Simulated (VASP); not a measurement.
A run of VASP 6.6.1 is set up as follows.

Contents of INCAR:

```
PREC = Accurate
ENCUT = 480
EDIFF = 1E-7
ISMEAR = 0
SIGMA = 0.1
LREAL = False
LASPH = True
NELM = 100
ALGO = Normal
ISIF = 3
LWAVE = False
LCHARG = False
GGA = PS
IBRION = 2
NSW = 90
EDIFFG = -0.005
```

The input KPOINTS:

```
Automatic mesh
0
Gamma
  16 16 10
```

File POSCAR:

```
C
1.0
    2.1273203100     -1.2282824400      0.0000000000
    2.1273203100      1.2282824400      0.0000000000
   -1.3790696300      0.0000000000      3.5028300800
C
2
Direct
    0.8333555300      0.8333555300      0.0000930400
    0.1666444700      0.1666444700      0.9999069600
```

Potentials or basis: VASP PAW PBE potentials, release 64 (C_s).

Run with:

```bash
$ cat potpaw_PBE.64/C_s/POTCAR > POTCAR
$ mpirun -np 1 vasp_std > vasp.out
```

(1) Estimate the space group after relaxing (to 0.05 Å).

(2) What does it give for the band gap on the k mesh?

(3) Predict the relaxed cell.

Results:

(1) R-3m (No. 166).

(2) 0.66 eV, indirect (least direct gap 0.66 eV).

(3) a = 2.464 Å, b = 2.464 Å, c = 3.818 Å, α = 108.43°, β = 108.43°, γ = 60.01°.
